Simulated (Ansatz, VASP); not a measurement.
Two plane-wave programs on Be

```xyz
1
Lattice="-1.2463 1.2463 1.2463 1.2463 -1.2463 1.2463 1.2463 1.2463 -1.2463" Properties=species:S:1:pos:R:3 pbc="T T T"
Be    0.0000    0.0000    0.0000
```

Alike in both runs: functional PBEsol; k mesh 30 × 30 × 30; occupations gaussian, width 0.1 eV; no spin polarisation.

Ansatz relaxed the structure, and its values are those at the end. VASP's run is a single point on that final structure, the one shown.

|  | VASP | Ansatz |
| --- | --- | --- |
| version | VASP 6.6.1 | Ansatz 0.2.0 |
| potentials or method | VASP PAW PBE potentials, release 64 (Be) | scalar-relativistic, plane waves, PAW |
| plane-wave cutoff (eV) | 520 | 420 |
| valence electrons in the cell | 2 | 2 |

|  | VASP | Ansatz | Ansatz less VASP |
| --- | --- | --- | --- |
| gap on the k mesh at the Fermi level (eV) | none | none | - |
| pressure (GPa) | 0.4 | 0.0 | -0.38 |

A gap of «none» marks a metal or a gap that the smearing closes. The functional is the same, so the differences come from potentials, cutoffs and numerics.

Caveats: the PAW data sets were made with another functional, which shifts forces and pressure a little (VASP).
